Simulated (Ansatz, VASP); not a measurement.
**One calculation of SiC, two programs**

```
Si C
1.0
     3.05817    0.00000    0.00000
    -1.52908    2.64845    0.00000
     0.00000    0.00000    5.01906
Si C
2 2
Direct
  0.33333 0.66667 0.00460
  0.66667 0.33333 0.50460
  0.33333 0.66667 0.38040
  0.66667 0.33333 0.88040
```

Alike in both runs: functional r2SCAN; k mesh 8 × 8 × 6; no spin polarisation.

Ansatz relaxed the structure, and its values are those at the end. VASP's run is a single point on that final structure, the one shown.

```csv
,VASP,Ansatz
version,VASP 6.6.1,Ansatz 0.2.0
potentials or method,"VASP PAW PBE potentials, release 64 (Si, C)","PAW with Ansatz's default frozen-core files, scalar-relativistic"
plane-wave cutoff (eV),520,500
occupations,"gaussian, width 0.01 eV",fixed
valence electrons in the cell,16,16
```

VASP gave:

- gap on the k mesh at the Fermi level (eV): 2.90
- pressure (GPa): 3.8

Problem. What did Ansatz give for the same quantities?

Solution. gap on the k mesh at the Fermi level (eV): 2.89; pressure (GPa): 4.0.

Caveats: the PAW data sets were made with another functional, which shifts forces and pressure a little (VASP). A k mesh can miss the band edges.
